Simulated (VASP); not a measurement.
CoO:

```
Co O
1.0
    -1.50800    1.50800    2.10725
     1.50800   -1.50800    2.10725
     1.50800    1.50800   -2.10725
Co O
1 1
Cartesian
  0.0000 0.0000 0.0000
  0.0000 0.0000 2.1073
```

Program: VASP 6.6.1. Alike in all runs: task single point; cell as given; k mesh 9 × 9 × 9; cutoff (eV) 520; smearing gaussian 0.05 eV.

**Question.** Order these runs on this cell by their pressure, lowest first.
A. level PBE+U; potentials or basis VASP PAW PBE potentials, release 64 (Co, O); spin collinear, zero start; U Co d U = 4 eV
B. level LDA+U; potentials or basis VASP PAW LDA potentials, release 64 (Co, O); spin collinear, random start; U Co d U = 3 eV
C. level PBE; potentials or basis VASP PAW PBE potentials, release 64 (Co, O); spin collinear, ferromagnetic start

**Answer.** A (-18.6 GPa), B (-16.5 GPa), C (-1.1 GPa).

Caveats: a cell with one magnetic atom can't hold antiferromagnetic order, which such compounds often take (some runs).

Not every run made on this cell is shown here.
